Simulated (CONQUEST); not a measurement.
Crystal: CdS (Greenockite).

```
Cd S
1.0
     4.15000    0.00000    0.00000
     0.00000    6.73700    0.00000
     0.00000    0.00000    7.18801
Cd S
4 4
Direct
  0.00864 0.49822 0.32619
  0.50864 0.49822 0.82619
  0.49765 0.00239 0.16618
  0.99765 0.00239 0.66618
  0.00125 0.87277 0.33129
  0.50125 0.87277 0.83129
  0.00080 0.37511 0.66969
  0.50080 0.37511 0.16969
```

The cell isn't the ideal one: atoms moved at random, drawn with an rms of 0.05 Å.

Base run:

- Program: CONQUEST 1.3
- Functional: PBE
- Potentials or basis: PseudoDojo NC PBE, DZP, multi-site functions of range 6.5 bohr, grid cutoff 120 Ha
- k mesh: 7 × 4 × 4
- Occupations: fermi-dirac, width 0.05 eV
- Spin: no spin polarisation

Its results: band gap on the k mesh 1.46 eV; pressure 3.5 GPa; largest force 0.458 eV/Å.

Q: After a change of settings the same cell gave: band gap on the k mesh 1.11 eV; pressure 3.4 GPa; largest force 0.533 eV/Å. Which change was it?
A. potentials or basis from PseudoDojo NC PBE, DZP, multi-site functions of range 6.5 bohr, grid cutoff 120 Ha to PseudoDojo NC PBE, DZ, grid cutoff 120 Ha
B. potentials or basis from PseudoDojo NC PBE, DZP, multi-site functions of range 6.5 bohr, grid cutoff 120 Ha to PseudoDojo NC PBE, DZP, multi-site functions of range 10 bohr, grid cutoff 120 Ha
C. potentials or basis from PseudoDojo NC PBE, DZP, multi-site functions of range 6.5 bohr, grid cutoff 120 Ha to PseudoDojo NC PBE, DZP, grid cutoff 120 Ha
D. potentials or basis from PseudoDojo NC PBE, DZP, multi-site functions of range 6.5 bohr, grid cutoff 120 Ha to PseudoDojo NC PBE, DZP, multi-site functions of range 5 bohr, grid cutoff 120 Ha

A: A.

Caveats: an odd mesh through Γ misses points on the zone boundary, where band edges often lie; the basis of atomic orbitals isn't converged, which shifts pressures, moduli and gaps; multi-site functions contract the basis, which raises the energy a little and makes forces and stress less exact (some runs); the atomic basis is small (some runs).
